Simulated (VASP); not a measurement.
# MoS₂: convergence, charged layer

MoS₂, sheet, 3 atoms in the cell. PBEsol; PAW potentials S, Mo_sv (PBE set). VASP 6.6.1.

Wanted: energies over the neutral cell within 0.003 eV.

In-plane mesh in multiples of three: yes; Starting cell: layer relaxed first with the same functional; Charge step (e per cell): 0.1.

POSCAR of the starting run:
```
MoS2
1.0
    3.1417598985      0.0000000000      0.0000000000
    1.5708799493      2.7208438847      0.0000000000
    0.0000000000      0.0000000000     17.1164206535
S Mo
2 1
Direct
    0.0000000000      0.0000000000      0.4089640084
    0.0000000000      0.0000000000      0.5910359916
    0.6666666667      0.6666666667      0.4999970443
```

The series start from vacuum (Å): 14; truncation: LCOARSEN F, default padding; k spacing (1/Å): 0.2; Smearing SIGMA (eV): 0.05; Cutoff ENCUT (eV): 340; PREC: Accurate; ALGO: Normal. Each series keeps the choices made before it, and each single choice may use up half of a tolerance. Times cover all steps of a run.

## Vacuum (Å)

| Vacuum (Å) | Energies over the neutral cell, largest deviation (eV) | Time (s) |
|---|---|---|
| 6 | 0.0009 | 15 |
| 8 | 0.0001 | 19 |
| 11 | 0.0000 | 26 |
| 14 | 0.0000 | 36 |
| 18 (reference) | 0.0000 | 40 |

Chosen: 6, the loosest value from which every tighter one stays within half of the tolerance.

## Truncation

| Truncation | Energies over the neutral cell, largest deviation (eV) | Time (s) |
|---|---|---|
| LCOARSEN F, default padding | 0.0000 | 15 |
| LCOARSEN T | 0.0000 | 14 |
| IPAD 1, FACTOR 0.5 | 0.6261 | 14 |

Chosen: LCOARSEN F, default padding; no other choice that stays within half of the tolerance saves 30 % of the time.

## k spacing (1/Å)

| k spacing (1/Å) | Energies over the neutral cell, largest deviation (eV) | Time (s) |
|---|---|---|
| 0.5 | 0.0046 | 10 |
| 0.3 | 0.0019 | 12 |
| 0.2 | 0.0009 | 15 |
| 0.14 | 0.0004 | 19 |
| 0.1 (reference) | 0.0000 | 26 |

Chosen: 0.2.

## Smearing SIGMA (eV)

| Smearing SIGMA (eV) | Energies over the neutral cell, largest deviation (eV) | Time (s) |
|---|---|---|
| 0.2 | 0.0013 | 14 |
| 0.1 | 0.0003 | 14 |
| 0.05 | 0.0003 | 15 |
| 0.02 (reference) | 0.0000 | 14 |

Chosen: 0.2.

## Cutoff ENCUT (eV)

| Cutoff ENCUT (eV) | Energies over the neutral cell, largest deviation (eV) | Time (s) |
|---|---|---|
| 210 | 0.0007 | 8.7 |
| 260 | 0.0001 | 11 |
| 300 | 0.0000 | 13 |
| 340 | 0.0000 | 14 |
| 390 | 0.0000 | 16 |
| 470 (reference) | 0.0000 | 21 |

Chosen: 210.

## PREC

| PREC | Energies over the neutral cell, largest deviation (eV) | Time (s) |
|---|---|---|
| Accurate | 0.0000 | 8.7 |
| Normal | 0.0001 | 5.4 |

Chosen: Accurate; Normal would be accurate enough too and is faster here.

## ALGO

| ALGO | Energies over the neutral cell, largest deviation (eV) | Time (s) |
|---|---|---|
| Normal | 0.0000 | 8.7 |
| Fast | 0.0000 | 8.9 |

Chosen: Normal.

## All choices together

| Input | Energies over the neutral cell, largest deviation (eV) | Time (s) |
|---|---|---|
| uniform background, no truncation (naive) | 0.2745 | 29 |
| chosen settings | 0.0026 | 8.7 |
| reference settings throughout | 0.0000 | 153 |

The tolerance is met.

Values of the reference run: Energies over the neutral cell: 0.4617, 0.265, 0 eV over the neutral cell.

## The input

INCAR.step1:
```
PREC = Accurate
ENCUT = 210
EDIFF = 1E-6
ISMEAR = 0
SIGMA = 0.2
LREAL = F
LASPH = T
ALGO = Normal
NELM = 150
LWAVE = F
LCHARG = F
GGA = PS
KPAR = 4
KERNEL_TRUNCATION/LTRUNCATE = T
KERNEL_TRUNCATION/IDIMENSIONALITY = 2
KERNEL_TRUNCATION/ISURFACE = 3
KERNEL_TRUNCATION/LCOARSEN = F
```

INCAR.step2, as INCAR.step1 but for:
```
+ NELECT = 25.9
```

INCAR.step3 changes the same tag again: NELECT = 25.95.

KPOINTS:
```
Automatic mesh
0
Gamma
  12 12 1
  0 0 0
```

POSCAR:
```
MoS2
1.0
    3.1417598985      0.0000000000      0.0000000000
    1.5708799493      2.7208438847      0.0000000000
    0.0000000000      0.0000000000      9.1164206535
S Mo
2 1
Direct
    0.0000000000      0.0000000000      0.3290765218
    0.0000000000      0.0000000000      0.6709234782
    0.6666666667      0.6666666667      0.4999944506
```

Commands (each step's output is kept before the next begins):
```
cat potpaw_PBE.64/S/POTCAR potpaw_PBE.64/Mo_sv/POTCAR > POTCAR
cp INCAR.step1 INCAR
mpirun -np 4 vasp_std > vasp.out
rm WAVECAR CHG
cp INCAR.step2 INCAR
mpirun -np 4 vasp_std > vasp.out
rm WAVECAR CHG
cp INCAR.step3 INCAR
mpirun -np 4 vasp_std > vasp.out
```

Limits: An infinite charged layer has no vacuum level far away: the truncated interaction sets the zero in the layer itself, so the energy per hole falls with the charge and equals the ionisation potential only at small charge.

The chosen input took VASP 6.6.1 8.7 s on 4 cores (AMD EPYC 9R45 (Zen 5)), a shared host.

## An input that fails: truncation along an axis in the plane

It runs to its end, but against the unchanged starting input it is off by 0.7529 eV in the energies over the neutral cell.

Changes against the starting input:
```
(all steps)
- KERNEL_TRUNCATION/ISURFACE = 3
+ KERNEL_TRUNCATION/ISURFACE = 1
```
